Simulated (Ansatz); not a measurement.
# Elastic constants of Be₂C (Fm-3m) under pressure

```xyz
3
Lattice="0.0000 2.1554 2.1554 2.1554 0.0000 2.1554 2.1554 2.1554 0.0000" Properties=species:S:1:pos:R:3 pbc="T T T"
Be    1.0777    1.0777    1.0777
Be    3.2331    3.2331    3.2331
C     0.0000    0.0000    0.0000
```

This is the zero-pressure cell. At each pressure cell and atoms are relaxed in this structure, and the constants are slopes of the stress at strains of ±0.005 with relaxed ions (the coefficients that govern stability under load). Level: PBEsol, PAW on Ansatz 0.2.0's default frozen-core files (fitted under PBE), scalar-relativistic; k mesh 8×8×8, strains of ±0.005, fixed occupations, cutoff 420 eV. P is the pressure of the relaxed cell, less that of this one.

```csv
P (GPa),V/V₀,C11 (GPa),C12 (GPa),C44 (GPa)
0.00,1.0000,580.9,18.7,211.7
1.02,0.9951,587.3,21.2,214.9
2.01,0.9904,593.3,23.4,218.0
4.03,0.9813,604.8,28.1,223.8
7.02,0.9683,620.7,34.2,231.8
10.02,?,?,?,?
15.02,0.9369,665.1,52.0,254.2
```

Problem. Does the bulk modulus from the constants agree with the pressure-volume curve?

Solution. A third-order Birch-Murnaghan fit to the volumes shown (F against f, f = [(V₀/V)^(2/3) − 1]/2) gives B₀ = 206.5 GPa and B′ = 3.4. Its −V dP/dV stands beside (C11 + 2C12)/3:

| P (GPa) | from P(V) | from the constants |
| --- | --- | --- |
| 0.00 | 206.5 | 206.1 |
| 1.02 | 210.0 | 209.9 |
| 2.01 | 213.3 | 213.3 |
| 4.03 | 220.0 | 220.3 |
| 7.02 | 229.8 | 229.7 |
| 15.02 | 255.5 | 256.4 |

Problem. What are the pressure derivatives at zero pressure?

Solution. Slopes at V₀ of quadratic fits in −ln(V/V₀) through the first four rows shown, divided by B₀: dC11/dP = 6.4, dC12/dP = 2.3, dC44/dP = 3.2. The mean slopes up to 2.0 GPa are 6.1, 2.3, 3.1; curvature and scatter of the constants part the two. The combination (dC11/dP + 2 dC12/dP)/3 = 3.7 stands against B′.

Problem. Fill the row at 10.02 GPa.

Solution. Cubic fits in −ln(V/V₀) through all rows shown give C11 = 636.7, C12 = 40.6, C44 = 239.9 GPa. Computed: V/V₀ = 0.9560, C11 (GPa) = 636.7, C12 (GPa) = 40.4, C44 (GPa) = 239.9.

Problem. Does a shear stiffness soften?

Solution. C44 goes from 211.7 to 254.2 GPa; (C11 − C12)/2 goes from 281.1 to 306.5 GPa. Neither ends more than 3 % under its start, and the lattice stays mechanically stable over this range.

Limits of these numbers: no other phase was computed; many crystals of this kind change structure within this range, and rows or crossings beyond such a change describe a metastable lattice; frozen-core PAW files fitted under PBE, their cores solved anew for the functional of the run; phonons weren't checked at these pressures.
